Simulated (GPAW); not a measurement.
Input of a GPAW 26.7.0 run:

File run.py:

```python
import numpy as np
from ase import Atoms
from ase.dft.bandgap import bandgap
from ase.io import write
from ase.units import Bohr, GPa
from gpaw import GPAW, PW
from gpaw.elf import elf_from_dft_calculation
from gpaw.spinorbit import soc_eigenstates

atoms = Atoms(['Te', 'Sn'],
              cell=[[0.0, 3.15085, 3.15085],
                    [3.15085, 0.0, 3.15085],
                    [3.15085, 3.15085, 0.0]],
              scaled_positions=[[0.5, 0.5, 0.5],
                                [0.0, 0.0, 0.0]],
              pbc=True)

calc = GPAW(mode=PW(600),
            xc='MGGA_X_R2SCAN+MGGA_C_R2SCAN',
            kpts={'size': (5, 5, 5), 'gamma': True},
            occupations={'name': 'fermi-dirac', 'width': 0.05},
            nbands=19,
            convergence={'density': 1e-05, 'energy': 1e-05},
            maxiter=150,
            txt='gpaw.txt')
atoms.calc = calc
energy = atoms.get_potential_energy()
forces = atoms.get_forces()
stress = atoms.get_stress()
calc.write('gs.gpw')
write('result.traj', atoms)
print(f'Energy: {energy:.6f} eV')
print('Forces (eV/A):')
print(forces.round(4))
print('Stress (GPa):', (stress / GPa).round(3))
print('Fermi level:', round(calc.get_fermi_level(), 4), 'eV')
print(f'Gap: {bandgap(calc)[0]:.4f} eV, direct: {bandgap(calc, direct=True)[0]:.4f} eV')

# fields on the real-space grid
write('density.cube', atoms, data=calc.get_pseudo_density() * Bohr**3)
write('potential.cube', atoms, data=calc.get_electrostatic_potential())
write('elf.cube', atoms, data=elf_from_dft_calculation(calc).data)

path = atoms.cell.bandpath('GXWKGLUWLK,UX', npoints=60, eps=1e-4)
bs_calc = calc.fixed_density(kpts=path, symmetry='off', nbands=32,
                             convergence={'bands': 'CBM+6.0', 'eigenstates': 1e-6}, txt='bands.txt')
bs = bs_calc.band_structure()
bs.write('bs.json')
print(f'Gap on the path: {bandgap(bs_calc)[0]:.4f} eV')

soc = soc_eigenstates(bs_calc, theta=90, phi=45, ignore_xc_potential=True)
np.savetxt('soc_bands.dat', soc.eigenvalues(), fmt='%.4f')
mesh = soc_eigenstates('gs.gpw', theta=90, phi=45, ignore_xc_potential=True)
np.savetxt('soc_mesh.dat', mesh.eigenvalues(), fmt='%.4f')
print('Fermi level with spin-orbit coupling:', round(mesh.fermi_level, 4), 'eV')
```

Potentials or basis: GPAW PAW data sets (gpaw-data 1.2.1), pw.

Command:

```console
$ OMP_NUM_THREADS=1 python run.py
```

(1) What does it give for the pressure?

(2) Predict the band gap along the path.

Answers

(1) 1.4 GPa.

(2) 0.22 eV, indirect (least direct gap 0.26 eV).

Caveat: this odd mesh misses L, where the gap lies, so gap, dielectric constants and Born charges aren't listed; spin-orbit coupling was added after a scalar SCF, so levels and gaps hold it while energy, forces, pressure and moments don't; this program's spin-orbit splittings come out too wide for heavy elements; the PAW data sets were made with another functional, which shifts forces and pressure a little.

**Measured values to compare with.**

From a printed reference work, textbook, for a bulk crystal of SnTe at 300 K: band gap 0.18 eV (direct).

Measured gap of SnTe: 0.18 eV (direct; 300 K; a printed reference work, textbook). This calculation gives 0.22 eV (+0.04 eV). The value is that of r2SCAN, without temperature or zero-point motion.
